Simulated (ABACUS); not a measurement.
# RbBr (Pm-3m) in ABACUS: equation of state

Aim: energy against volume of RbBr in PBE, for its equilibrium volume and stiffness.

Program: ABACUS 3.10.1. These are calculated values, not measurements. Logs are shortened: lines on timing, memory, paths and dates and some standing lists are left out, and cuts for length are marked.

**1. The structure**

It takes space group Pm-3m (No. 221, cubic). Conventional cell: a = 4.126 Å, b = 4.126 Å, c = 4.126 Å, α = 90.00°, β = 90.00°, γ = 90.00°. Rb (site symmetry m-3m) has 8 Br at 3.57 Å as nearest neighbours. Br (site symmetry m-3m) is surrounded by 8 Rb at 3.57 Å.

The cell comes from a database or a generator and needn't be the stable form of this composition.

**2. Equation of state, PBE, 33.01 Å³/atom (volume scaled by 0.94)**

Input file INPUT:

```
INPUT_PARAMETERS
suffix              RbBr
calculation         scf
basis_type          pw
pseudo_dir          ./
symmetry            1
dft_functional      pbe
ecutwfc             47
pseudo_rcut         10
nspin               1
nbands              12
ks_solver           dav
smearing_method     fd
smearing_sigma      0.00367493
scf_thr             1e-08
scf_nmax            100
mixing_type         broyden
mixing_beta         0.7
cal_force           1
cal_stress          1
kpar                4
```

Input file STRU:

```
ATOMIC_SPECIES
Rb 85.4678 Rb.upf
Br 79.9040 Br.upf

LATTICE_CONSTANT
1.8897261246

LATTICE_VECTORS
4.0418480066 0.0000000000 0.0000000000
0.0000000000 4.0418480066 0.0000000000
0.0000000000 0.0000000000 4.0418480066

ATOMIC_POSITIONS
Direct

Rb
0.0
1
0.0000000000 0.0000000000 0.0000000000 1 1 1

Br
0.0
1
0.5000000000 0.5000000000 0.5000000000 1 1 1
```

Input file KPT:

```
K_POINTS
0
Gamma
7 7 7 0 0 0
```

Potentials or basis: PseudoDojo NC SR 0.4.1 PBE standard, plane waves.

The run is started by

```console
$ OMP_NUM_THREADS=1 mpirun -np 4 abacus > log
```

running log:

```text
ABACUS v3.10.1

               Atomic-orbital Based Ab-initio Computation at UStc

 ------------------------------------------------------------------------------------

 READING GENERAL INFORMATION
                           global_out_dir = OUT.RbBr/
                           global_in_card = INPUT
                               pseudo_dir = ./
                              orbital_dir =
                                    DSIZE = 4
                                    GSIZE = 1

 READING UNITCELL INFORMATION
                                    ntype = 2
                  lattice constant (Bohr) = 1.88973
              lattice constant (Angstrom) = 1

 READING ATOM TYPE 1
                               atom label = Rb
                      L=0, number of zeta = 1
                      L=1, number of zeta = 1
                      L=2, number of zeta = 1
             number of atom for this type = 1

 READING ATOM TYPE 2
                               atom label = Br
                      L=0, number of zeta = 1
                      L=1, number of zeta = 1
                      L=2, number of zeta = 1
             number of atom for this type = 1

                        TOTAL ATOM NUMBER = 2
DIRECT COORDINATES
    atom                   x                   y                   z     mag                  vx                  vy                  vz
taud_Rb1            0.0000000000        0.0000000000        0.0000000000  0.0000        0.0000000000        0.0000000000        0.0000000000
taud_Br1            0.5000000000        0.5000000000        0.5000000000  0.0000        0.0000000000        0.0000000000        0.0000000000

                          Volume (Bohr^3) = 445.591
                             Volume (A^3) = 66.0297

 Lattice vectors: (Cartesian coordinate: in unit of a_0)
             +4.04185                  +0                  +0
                   +0            +4.04185                  +0
                   +0                  +0            +4.04185
 Reciprocal vectors: (Cartesian coordinate: in unit of 2 pi/a_0)
            +0.247412                  -0                  +0
                   -0           +0.247412                  -0
                   +0                  -0           +0.247412
 The esolver type has been set to : ksdft_pw

                PAO radial cut off (Bohr) = 10

 Read in pseudopotential file is Rb.upf
                     pseudopotential type = NC
          exchange-correlation functional = PBE
                 nonlocal core correction = 1
                        valence electrons = 9
                                     lmax = 2
                           number of zeta = 3
                     number of projectors = 6
                           L of projector = 0
                           L of projector = 0
                           L of projector = 1
                           L of projector = 1
                           L of projector = 2
                           L of projector = 2
                PAO radial cut off (Bohr) = 10

 Read in pseudopotential file is Br.upf
                     pseudopotential type = NC
          exchange-correlation functional = PBE
                 nonlocal core correction = 1
                        valence electrons = 7
                                     lmax = 2
                           number of zeta = 2
                     number of projectors = 6
                           L of projector = 0
                           L of projector = 0
                           L of projector = 1
                           L of projector = 1
                           L of projector = 2
                           L of projector = 2
     initial pseudo atomic orbital number = 9

 SETUP THE ELECTRONS NUMBER
            electron number of element Rb = 9
      total electron number of element Rb = 9
            electron number of element Br = 7
      total electron number of element Br = 7
            AUTOSET number of electrons:  = 16
                           occupied bands = 8
                                   NBANDS = 12
                                   NLOCAL = 18

%%%%%%%%%%%%%%%%%%%%%%%%%%%%%%%%%%%%%%%%%%%%%%%%%%%%%%%%%%%%%%%%%%%%%%%%%%%%%%%%%%%%%%%%%%%%%%%%%%%%%%%%%%
 Warning: the number of valence electrons in pseudopotential > 1 for Rb: [Kr] 5s1
 Pseudopotentials with additional electrons can yield (more) accurate outcomes, but may be less efficient.
 If you're confident that your chosen pseudopotential is appropriate, you can safely ignore this warning.
%%%%%%%%%%%%%%%%%%%%%%%%%%%%%%%%%%%%%%%%%%%%%%%%%%%%%%%%%%%%%%%%%%%%%%%%%%%%%%%%%%%%%%%%%%%%%%%%%%%%%%%%%%

 SETUP THE PLANE WAVE BASIS
 energy cutoff for charge/potential (unit:Ry) = 188
            fft grid for charge/potential = [ 36, 36, 36 ]
                        fft grid division = [ 1, 1, 1 ]
        big fft grid for charge/potential = [ 36, 36, 36 ]
                                     nbxx = 46656
                                     nrxx = 46656

 SETUP PLANE WAVES FOR CHARGE/POTENTIAL
                    number of plane waves = 19381
                         number of sticks = 877

[... 58 lines left out ...]
                                    ibrav = 1
                       right hand lattice = 1
                        ROTATION MATRICES = 48
                               nkstot_ibz = 20
K-POINTS REDUCTION ACCORDING TO SYMMETRY
     IBZ    DIRECT_X    DIRECT_Y    DIRECT_Z  WEIGHT  ibz2bz
       1  0.00000000  0.00000000  0.00000000  0.0029       0
       2  0.14285714  0.00000000  0.00000000  0.0175       1
       3  0.28571429  0.00000000  0.00000000  0.0175       2
       4  0.42857143  0.00000000  0.00000000  0.0175       3
       5  0.14285714  0.14285714  0.00000000  0.0350       8
       6  0.28571429  0.14285714  0.00000000  0.0700       9
[... 12 lines left out ...]
      19  0.42857143  0.28571429  0.42857143  0.0700     122
      20  0.42857143  0.42857143  0.42857143  0.0233     171

                               nkstot now = 20
[... K-POINTS DIRECT COORDINATES: 20 rows ...]

           k-point number in this process = 5
       minimum distributed K point number = 5
[... stars of the k points ...]

[... K-POINTS CARTESIAN COORDINATES: 5 rows ...]

[... K-POINTS DIRECT COORDINATES: 5 rows ...]

 SETUP PLANE WAVES FOR WAVE FUNCTIONS
     energy cutoff for wavefunc (unit:Ry) = 47
              fft grid for wave functions = [ 36, 36, 36 ]
                    number of plane waves = 2801
                         number of sticks = 241

 PARALLEL PW FOR WAVE FUNCTIONS
     PROC   COLUMNS(POT)             PW
        1            241           2801
 --------------- sum -------------------
        1            241           2801

 SETUP NONLOCAL PSEUDOPOTENTIALS IN PLANE WAVE BASIS
 Rb non-local projectors:
 projector 1 L=0
 projector 2 L=0
 projector 3 L=1
 projector 4 L=1
 projector 5 L=2
 projector 6 L=2
 Br non-local projectors:
 projector 1 L=0
 projector 2 L=0
 projector 3 L=1
 projector 4 L=1
 projector 5 L=2
 projector 6 L=2
      TOTAL NUMBER OF NONLOCAL PROJECTORS = 36

 Init Non-Local PseudoPotential table :
 Init Non-Local-Pseudopotential done.

                                     npwx = 2469

 Make real space PAO into reciprocal space.
       max mesh points in Pseudopotential = 1001
     dq(describe PAO in reciprocal space) = 0.01
                                    max q = 827

 number of pseudo atomic orbitals for Rb is 3
WARNING: norm of atomic wavefunction # 3 of atomic type Rb is 0.987539, renormalized

 number of pseudo atomic orbitals for Br is 2
WARNING: norm of atomic wavefunction # 2 of atomic type Br is 0.999998, renormalized

 -------------------------------------------
 SELF-CONSISTENT
 -------------------------------------------
                                 init_chg = atomic

 PW ALGORITHM --------------- ION=   1  ELEC=   1--------------------------------
 Notice: Threshold on eigenvalues was too large.
 hsover_error=0.16 > DRHO=0.0533353
 Origin diag ethr = 0.01
 New diag ethr = 0.000333346

 Density error is 0.0519053770654
                          Error Threshold = 0.000333345636075
----------------------------------------------------------
     Energy           Rydberg                 eV
----------------------------------------------------------
 E_KohnSham     -85.8562273223       -1168.1339003660
 E_Harris       -85.8089919065       -1167.4912295640
 E_Fermi        0.3712470009         5.0510745778
----------------------------------------------------------
[... 51 lines left out ...]
 Density error is 1.80066977286e-09
                          Error Threshold = 1.54920036465e-09
----------------------------------------------------------
     Energy           Rydberg                 eV
----------------------------------------------------------
 E_KohnSham     -85.8673166470       -1168.2847783699
 E_KS(sigma->0) -85.8673166470       -1168.2847783699
 E_Harris       -85.8672193096       -1168.2834540259
 E_band         -5.9980643042        -81.6078515078
 E_one_elec     -11.4280694367       -155.4868614792
 E_Hartree      11.6904119042        159.0562138641
 E_xc           -24.6091720379       -334.8249627775
 E_Ewald        -61.5204870766       -837.0291679772
 E_entropy(-TS) -0.0000000000        -0.0000000000
 E_descf        0.0000000000         0.0000000000
 E_exx          0.0000000000         0.0000000000
 E_Fermi        0.3451612945         4.6961603338
----------------------------------------------------------

 charge density convergence is achieved
 final etot is -1168.2847784 eV
 EFERMI = 4.6961603338 eV

 STATE ENERGY(eV) AND OCCUPATIONS    NSPIN == 1
 1/5 kpoint (Cartesian) = 0.0000 0.0000 0.0000 (2469 pws)
       1       -21.7020     0.00583090
       2       -9.40252     0.00583090
       3       -5.66866     0.00583090
       4       -5.66866     0.00583090
       5       -5.66866     0.00583090
       6        3.17164     0.00583090
       7        3.17164     0.00583090
       8        3.17164     0.00583090
       9        7.63020    1.90990e-28
      10        8.83372    6.71960e-39
      11        8.83372    6.71960e-39
      12        13.4289    8.20969e-79
[... 43 lines left out ...]
 5/5 kpoint (Cartesian) = 0.035345 0.035345 0.0000 (2428 pws)
       1       -21.6920      0.0699708
       2       -9.39566      0.0699708
       3       -5.74131      0.0699708
       4       -5.65417      0.0699708
       5       -5.64692      0.0699708
       6        2.62813      0.0699708
       7        2.92339      0.0699708
       8        3.14620      0.0699708
       9        8.57549    1.41094e-35
      10        9.29897    7.33589e-42
      11        9.63739    8.43227e-45
      12        12.8700    7.04699e-73

------------------------------------------------------------------------------------------
 TOTAL-FORCE (eV/Angstrom)
------------------------------------------------------------------------------------------
                       Rb1         0.0000000000         0.0000000000         0.0000000000
                       Br1         0.0000000000         0.0000000000         0.0000000000
------------------------------------------------------------------------------------------

----------------------------------------------------------------
 TOTAL-STRESS (KBAR)
----------------------------------------------------------------
        20.6540077649        -0.0000000000        -0.0000000000
         0.0000000000        20.6540077649         0.0000000000
        -0.0000000000        -0.0000000000        20.6540077649
----------------------------------------------------------------
 TOTAL-PRESSURE: 20.654008 KBAR

 --------------------------------------------
 !FINAL_ETOT_IS -1168.2847783699469346 eV
 --------------------------------------------
```

Wall time 2.6 s (4 MPI ranks of Intel Xeon Platinum 8488C (Sapphire Rapids), shared host); peak memory 0.28 GiB.

Results:

| Item | Value |
| --- | --- |
| Free energy | -1168.2848 eV |
| Pressure | 2.1 GPa |
| Band gap on the k mesh | 4.33 eV, indirect (least direct gap 4.46 eV) |

Caveat: an odd mesh through Γ misses points on the zone boundary, where band edges often lie.

**3. Equation of state, PBE, 33.72 Å³/atom (volume scaled by 0.96)**

INPUT is that of step 2.

STRU, as its differences from that of step 2:

```diff
@@ -8,5 +8,5 @@
 LATTICE_VECTORS
-4.0418480066 0.0000000000 0.0000000000
-0.0000000000 4.0418480066 0.0000000000
-0.0000000000 0.0000000000 4.0418480066
+4.0703126628 0.0000000000 0.0000000000
+0.0000000000 4.0703126628 0.0000000000
+0.0000000000 0.0000000000 4.0703126628
```

KPT is that of step 2.

Potentials or basis: PseudoDojo NC SR 0.4.1 PBE standard, plane waves.

The run is started by

```console
$ OMP_NUM_THREADS=1 mpirun -np 4 abacus > log
```

It took 2.4 s on 4 MPI ranks of Intel Xeon Platinum 8488C (Sapphire Rapids), shared host; peak memory 0.28 GiB.

It converged, with:

* Free energy: -1168.3008 eV
* Pressure: 1.6 GPa
* Band gap on the k mesh: 4.25 eV, indirect (least direct gap 4.38 eV)

Caveat: an odd mesh through Γ misses points on the zone boundary, where band edges often lie.

**4. Equation of state, PBE, 34.42 Å³/atom (volume scaled by 0.98)**

INPUT is that of step 3.

STRU, as its differences from that of step 3:

```diff
@@ -8,5 +8,5 @@
 LATTICE_VECTORS
-4.0703126628 0.0000000000 0.0000000000
-0.0000000000 4.0703126628 0.0000000000
-0.0000000000 0.0000000000 4.0703126628
+4.0983846716 0.0000000000 0.0000000000
+0.0000000000 4.0983846716 0.0000000000
+0.0000000000 0.0000000000 4.0983846716
```

KPT is that of step 3.

The run is started by

```console
$ OMP_NUM_THREADS=1 mpirun -np 4 abacus > log
```

Wall time 2.5 s (4 MPI ranks of Intel Xeon Platinum 8488C (Sapphire Rapids), shared host); peak memory 0.28 GiB.

Results (log left out):

```
Free energy            : -1168.3129 eV
Pressure               : 1.2 GPa
Band gap on the k mesh : 4.18 eV, indirect (least direct gap 4.31 eV)
```

Caveat: an odd mesh through Γ misses points on the zone boundary, where band edges often lie.

**5. Equation of state, PBE, 35.12 Å³/atom**

INPUT is that of step 4.

STRU, as its differences from that of step 4:

```diff
@@ -8,5 +8,5 @@
 LATTICE_VECTORS
-4.0983846716 0.0000000000 0.0000000000
-0.0000000000 4.0983846716 0.0000000000
-0.0000000000 0.0000000000 4.0983846716
+4.1260773000 0.0000000000 0.0000000000
+0.0000000000 4.1260773000 0.0000000000
+0.0000000000 0.0000000000 4.1260773000
```

KPT is that of step 4.

The run is started by

```console
$ OMP_NUM_THREADS=1 mpirun -np 4 abacus > log
```

It took 2.8 s on 4 MPI ranks of Intel Xeon Platinum 8488C (Sapphire Rapids), shared host; peak memory 0.28 GiB.

Results (log left out):

```yaml
Free_energy: -1168.3215 eV
Pressure: 0.8 GPa
Band_gap_on_the_k_mesh: 4.10 eV, indirect (least direct gap 4.23 eV)
```

Caveat: an odd mesh through Γ misses points on the zone boundary, where band edges often lie.

**6. Equation of state, PBE, 35.82 Å³/atom (volume scaled by 1.02)**

INPUT is that of step 5.

STRU, as its differences from that of step 5:

```diff
@@ -8,5 +8,5 @@
 LATTICE_VECTORS
-4.1260773000 0.0000000000 0.0000000000
-0.0000000000 4.1260773000 0.0000000000
-0.0000000000 0.0000000000 4.1260773000
+4.1534031116 0.0000000000 0.0000000000
+0.0000000000 4.1534031116 0.0000000000
+0.0000000000 0.0000000000 4.1534031116
```

KPT is that of step 5.

Potentials or basis: PseudoDojo NC SR 0.4.1 PBE standard, plane waves.

The run is started by

```console
$ OMP_NUM_THREADS=1 mpirun -np 4 abacus > log
```

Wall time 3 s (4 MPI ranks of Intel Xeon Platinum 8488C (Sapphire Rapids), shared host); peak memory 0.28 GiB.

Results (log left out):

| Property | Result |
| --- | --- |
| Free energy | -1168.3270 eV |
| Pressure | 0.5 GPa |
| Band gap on the k mesh | 4.04 eV, indirect (least direct gap 4.17 eV) |

Caveat: an odd mesh through Γ misses points on the zone boundary, where band edges often lie.

**7. Equation of state, PBE, 36.53 Å³/atom (volume scaled by 1.04)**

INPUT is that of step 6.

STRU, as its differences from that of step 6:

```diff
@@ -8,5 +8,5 @@
 LATTICE_VECTORS
-4.1534031116 0.0000000000 0.0000000000
-0.0000000000 4.1534031116 0.0000000000
-0.0000000000 0.0000000000 4.1534031116
+4.1803740174 0.0000000000 0.0000000000
+0.0000000000 4.1803740174 0.0000000000
+0.0000000000 0.0000000000 4.1803740174
```

KPT is that of step 6.

The run is started by

```console
$ OMP_NUM_THREADS=1 mpirun -np 4 abacus > log
```

Wall time 2.8 s (4 MPI ranks of Intel Xeon Platinum 8488C (Sapphire Rapids), shared host); peak memory 0.28 GiB.

Results (log left out):

```
Free energy            : -1168.3298 eV
Pressure               : 0.2 GPa
Band gap on the k mesh : 3.97 eV, indirect (least direct gap 4.10 eV)
```

Caveat: an odd mesh through Γ misses points on the zone boundary, where band edges often lie.

**8. Equation of state, PBE, 37.23 Å³/atom (volume scaled by 1.06)**

INPUT is that of step 7.

STRU, as its differences from that of step 7:

```diff
@@ -8,5 +8,5 @@
 LATTICE_VECTORS
-4.1803740174 0.0000000000 0.0000000000
-0.0000000000 4.1803740174 0.0000000000
-0.0000000000 0.0000000000 4.1803740174
+4.2070013214 0.0000000000 0.0000000000
+0.0000000000 4.2070013214 0.0000000000
+0.0000000000 0.0000000000 4.2070013214
```

KPT is that of step 7.

The run is started by

```console
$ OMP_NUM_THREADS=1 mpirun -np 4 abacus > log
```

Wall time 2.5 s (4 MPI ranks of Intel Xeon Platinum 8488C (Sapphire Rapids), shared host); peak memory 0.28 GiB.

Results (log left out):

```
Free energy            : -1168.3300 eV
Pressure               : -0.1 GPa
Band gap on the k mesh : 3.91 eV, indirect (least direct gap 4.04 eV)
```

Caveat: an odd mesh through Γ misses points on the zone boundary, where band edges often lie.

**9. Equation of state, PBE**

Potentials or basis: PseudoDojo NC SR 0.4.1 PBE standard, plane waves.

This step only gathers the single runs of the series.

What came out:

```
Equilibrium volume                      : 36.95 Å³/atom
Bulk modulus                            : 13.9 GPa
Pressure derivative of the bulk modulus : 4.9
```

Energy against volume, from the lowest point:
| volume (Å³/atom) | energy (meV/atom) |
| --- | --- |
| 33.015 | 22.61 |
| 33.717 | 14.59 |
| 34.420 | 8.54 |
| 35.122 | 4.23 |
| 35.825 | 1.48 |
| 36.527 | 0.12 |
| 37.230 | 0.00 |
